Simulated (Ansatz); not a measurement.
# AgCl: response to strain

AgCl is deformed so: equal xx and yy strain of -2 %. What stress and forces result, by LAPW, PAW and all-electron datasets made for the crystal?

Method: DFT PBE, scalar-relativistic, in Ansatz 0.2.0.

## (1) The starting structure

Symmetry: Fm-3m, No. 225, cubic system. Conventional cell: a = 5.546 Å, b = 5.546 Å, c = 5.546 Å, α = 90.00°, β = 90.00°, γ = 90.00°. Ag (site symmetry m-3m) is surrounded by 6 Cl at 2.77 Å. Around Cl (site symmetry m-3m) lie 6 Ag at 2.77 Å.

Structure file:

```
Ag Cl
1.0
     0.00000    2.77315    2.77315
     2.77315    0.00000    2.77315
     2.77315    2.77315    0.00000
Ag Cl
1 1
Direct
  0.50000 0.50000 0.50000
  0.00000 0.00000 0.00000
```

Atoms are numbered in the order of the input: Ag1, Cl2.

## (2) The deformed structure

Space group Fm-3m before, I4/mmm after.

## (3) Full-potential LAPW

input.yaml

```yaml
crystal:
  lattice:
    - [0.0, 2.717687, 2.77315]
    - [2.717687, 0.0, 2.77315]
    - [2.717687, 2.717687, 0.0]
  atoms:
    - { symbol: Ag, position: [0.5, 0.5, 0.5] }
    - { symbol: Cl, position: [0.0, 0.0, 0.0] }
kpoints:
  mp_grid: { grid: [8, 8, 8] }
  band_path:
    path:
      - [0.0, 0.0, 0.0]
      - [0.0, 0.5, 0.5]
      - [0.25, 0.75, 0.5]
      - [0.0, 0.5, 0.0]
      - [0.0, 0.0, 0.0]
      - [0.5, 0.5, 0.0]
      - [0.37005, 0.62995, 0.0]
      - [-0.37005, 0.37005, 0.0]
      - [0.0, 0.0, 0.0]
    npoints: 5
scf:
  occupations: { method: fermi_dirac, width: 0.02 }
hamiltonian:
  xc: pbe
  pseudopotentials: { kind: all_electron, lapw: { basis_error: 0.0005 } }
output:
  forces: true
  stress: true
  eigenvalues: true
```

On the command line:

```bash
> ansatz run input.yaml --threads 1 --pin off --max-ram 3072MiB --backend cpu --events-out ev --progress --plain --runs-dir out
```

## (4) Frozen-core PAW

input.yaml

```yaml
crystal:
  lattice:
    - [0.0, 2.717687, 2.77315]
    - [2.717687, 0.0, 2.77315]
    - [2.717687, 2.717687, 0.0]
  atoms:
    - { symbol: Ag, position: [0.5, 0.5, 0.5] }
    - { symbol: Cl, position: [0.0, 0.0, 0.0] }
kpoints:
  mp_grid: { grid: [8, 8, 8] }
scf:
  occupations: { method: fermi_dirac, width: 0.02 }
hamiltonian:
  xc: pbe
  pseudopotentials: { kind: paw }
output:
  forces: true
  stress: true
  eigenvalues: true
  efg: { contact_densities: true }
  write_density: true
  write_potential: true
  elf: true
  volumetric_format: npy
```

## (5) Datasets made for this crystal

input.yaml: that of step 4 with these lines changed.

```diff
@@ -14,3 +14,3 @@
   xc: pbe
-  pseudopotentials: { kind: paw }
+  pseudopotentials: { kind: all_electron, datasets: crystal }
 output:
@@ -20,5 +20 @@
   efg: { contact_densities: true }
-  write_density: true
-  write_potential: true
-  elf: true
-  volumetric_format: npy
```

(Steps that only read results are left out.)

**Question.** What will these runs give? Wanted: pressure; largest shear or deviatoric stress.

As calculated:

```
                                 quantity                                           value
                                 pressure  LAPW 3.90, PAW 3.90, crystal datasets 3.91 GPa
largest shear or deviatoric stress (LAPW)                                        0.52 GPa
```

**Reading.** The largest part of the stress beyond the pressure is 0.52 GPa in size, in the zz component; the atoms are carried along and not relaxed. No run of the undeformed cell stands beside it, so the pressure holds what the given cell had before the change. PAW: stress within 0.01 GPa of LAPW. Crystal datasets: stress within 0.01 GPa of LAPW.
